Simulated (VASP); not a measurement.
Runs of VASP 6.6.1 on CaO (Lime). The structure is cubic, space group Fm-3m (No. 225). The conventional cell has a = 4.813 Å, b = 4.813 Å, c = 4.813 Å, α = 90.00°, β = 90.00°, γ = 90.00°. Ca (site symmetry m-3m) is surrounded by 6 O at 2.41 Å. O (site symmetry m-3m) is surrounded by 6 Ca at 2.41 Å. 

```csv
task,cell,gap on the mesh (eV),pressure (GPa)
relaxation of cell and atoms,relaxed,4.19,0.0
relaxation of the atoms,atoms relaxed from: a relaxed cell with its volume scaled by 0.94,(a),8.3
relaxation of the atoms,atoms relaxed from: a relaxed cell with its volume scaled by 0.98,4.18,2.5
relaxation of the atoms,atoms relaxed from: a relaxed cell with its volume scaled by 1.02,4.19,-2.2
relaxation of the atoms,atoms relaxed from: a relaxed cell with its volume scaled by 1.04,4.20,-4.2
relaxation of the atoms,atoms relaxed from: a relaxed cell with its volume scaled by 0.96,4.17,5.2
relaxation of the atoms,atoms relaxed from: a relaxed cell with its volume scaled by 1.06,4.20,-6.0
```

Alike in all rows: level r2SCAN; potentials or basis VASP PAW PBE potentials, release 64 (Ca_sv, O); no spin polarisation; k mesh 10 × 10 × 10; cutoff (eV) 600; smearing gaussian 0.03 eV.

Fill in the values left out.

(a) 4.16.

Caveats: the PAW data sets were made with another functional, which shifts forces and pressure a little; the relaxation stopped at its first step, so nothing moved (some runs).

A k mesh can miss the band edges.
